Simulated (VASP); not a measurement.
A run of VASP 6.6.1 is set up as follows.

Contents of INCAR:

```
ALGO     = Normal         # electronic algorithm
EDIFF    = 1E-6           # SCF threshold, eV
ENCUT    = 520            # plane-wave cutoff, eV
GGA      = PE             # functional
GGA_COMPAT= False        
ISIF     = 2              # what is computed and relaxed
ISMEAR   = 0              # smearing method
KPAR     = 2            
LASPH    = True           # aspherical terms in the spheres
LCHARG   = False          # write CHGCAR
LORBIT   = 11             # projections on sites
LREAL    = False          # projectors in reciprocal space
LSORBIT  = True           # spin-orbit coupling
LWAVE    = False          # write WAVECAR
MAGMOM   = 0 0 0 0 0 0    # initial moments
NELM     = 60             # most SCF steps
PREC     = Accurate       # precision mode
SIGMA    = 0.02           # smearing width, eV
```

The input KPOINTS:

```
k-points
0
Gamma
  6 6 6
```

POSCAR

```
BeTe
1.0
    0.0000000000      2.7700000000      2.7700000000
    2.7700000000      0.0000000000      2.7700000000
    2.7700000000      2.7700000000      0.0000000000
Te Be
1 1
Direct
    0.7500000000      0.7500000000      0.7500000000
    0.0000000000      0.0000000000      0.0000000000
```

The input KPOINTS_OPT:

```
path GXWKGLUWLK,UX
10
line-mode
reciprocal
 0.0000000000  0.0000000000  0.0000000000  G
 0.5000000000  0.0000000000  0.5000000000  X

 0.5000000000  0.0000000000  0.5000000000  X
 0.5000000000  0.2500000000  0.7500000000  W

 0.5000000000  0.2500000000  0.7500000000  W
 0.3750000000  0.3750000000  0.7500000000  K

 0.3750000000  0.3750000000  0.7500000000  K
 0.0000000000  0.0000000000  0.0000000000  G

 0.0000000000  0.0000000000  0.0000000000  G
 0.5000000000  0.5000000000  0.5000000000  L

 0.5000000000  0.5000000000  0.5000000000  L
 0.6250000000  0.2500000000  0.6250000000  U

 0.6250000000  0.2500000000  0.6250000000  U
 0.5000000000  0.2500000000  0.7500000000  W

 0.5000000000  0.2500000000  0.7500000000  W
 0.5000000000  0.5000000000  0.5000000000  L

 0.5000000000  0.5000000000  0.5000000000  L
 0.3750000000  0.3750000000  0.7500000000  K

 0.6250000000  0.2500000000  0.6250000000  U
 0.5000000000  0.0000000000  0.5000000000  X
```

Potentials or basis: VASP PAW PBE potentials, release 64 (Te, Be).

Launch:

```bash
$ cat potpaw_PBE.64/Te/POTCAR potpaw_PBE.64/Be/POTCAR > POTCAR
$ mpirun -np 2 vasp_ncl > vasp.out
```

What does it give for the pressure?

4.6 GPa.
